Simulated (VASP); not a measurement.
Wanted: the native input for a VASP 6.6.1 run.

```yaml
Task: band structure
Functional: AM05
Potentials_or_basis: VASP PAW PBE potentials, release 64 (Te, Mo_sv)
Cutoff: 520 eV
k_mesh: 9 × 9 × 2
Occupations: fermi-dirac, width 0.05 eV
Spin: no spin polarisation
Further_INCAR_settings: ALGO = Normal; EDIFF = 1e-07; NBANDS = 35
```

The structure of Te2Mo lies in POSCAR:

```
Te2Mo
1.0
    3.5182000000      0.0000000000      0.0000000000
   -1.7591000000      3.0468505756      0.0000000000
    0.0000000000      0.0000000000     13.9736000000
Te Mo
4 2
Direct
    0.6666666667      0.3333333333      0.3790000000
    0.3333333333      0.6666666667      0.8790000000
    0.6666666667      0.3333333333      0.1210000000
    0.3333333333      0.6666666667      0.6210000000
    0.6666666667      0.3333333333      0.7500000000
    0.3333333333      0.6666666667      0.2500000000
```

These files were run (other wordings do the same):

INCAR

```
PREC = Accurate ; ENCUT = 520
EDIFF = 1E-7 ; ISMEAR = -1
SIGMA = 0.05 ; LREAL = F
LASPH = T ; NELM = 60
ALGO = Normal ; ISIF = 2
LWAVE = F ; LCHARG = F
LMAXMIX = 4 ; GGA = AM
NBANDS = 35
```

KPOINTS

```
Automatic mesh
0
Gamma
  9 9 2
```

KPOINTS_OPT

```
path GMKGALHA,LM,KH
20
line-mode
reciprocal
 0.0000000000  0.0000000000  0.0000000000  G
 0.5000000000  0.0000000000  0.0000000000  M

 0.5000000000  0.0000000000  0.0000000000  M
 0.3333333333  0.3333333333  0.0000000000  K

 0.3333333333  0.3333333333  0.0000000000  K
 0.0000000000  0.0000000000  0.0000000000  G

 0.0000000000  0.0000000000  0.0000000000  G
 0.0000000000  0.0000000000  0.5000000000  A

 0.0000000000  0.0000000000  0.5000000000  A
 0.5000000000  0.0000000000  0.5000000000  L

 0.5000000000  0.0000000000  0.5000000000  L
 0.3333333333  0.3333333333  0.5000000000  H

 0.3333333333  0.3333333333  0.5000000000  H
 0.0000000000  0.0000000000  0.5000000000  A

 0.5000000000  0.0000000000  0.5000000000  L
 0.5000000000  0.0000000000  0.0000000000  M

 0.3333333333  0.3333333333  0.0000000000  K
 0.3333333333  0.3333333333  0.5000000000  H
```

Potentials or basis: VASP PAW PBE potentials, release 64 (Te, Mo_sv).

Run with:

```bash
$ cat potpaw_PBE.64/Te/POTCAR potpaw_PBE.64/Mo_sv/POTCAR > POTCAR
$ mpirun -np 1 vasp_std > vasp.out
```

It gave:

```json
{
  "Pressure": "-1.2 GPa",
  "Largest force": "0.173 eV/Å",
  "Band gap on the k mesh": "0.78 eV, indirect (least direct gap 1.04 eV)",
  "Band gap along the path": "0.70 eV, indirect (least direct gap 1.04 eV)"
}
```

Caveat: the PAW data sets were made with another functional, which shifts forces and pressure a little; spin-orbit coupling is left out, which moves the levels of the heavy elements; this functional lacks dispersion, which binds the layers, so the pressure and a relaxed spacing across them are unreliable.

It took 19 min on 1 thread of AMD EPYC 7R43 64-Core Processor (Zen 3), on a shared host, peak memory 0.35 GiB.
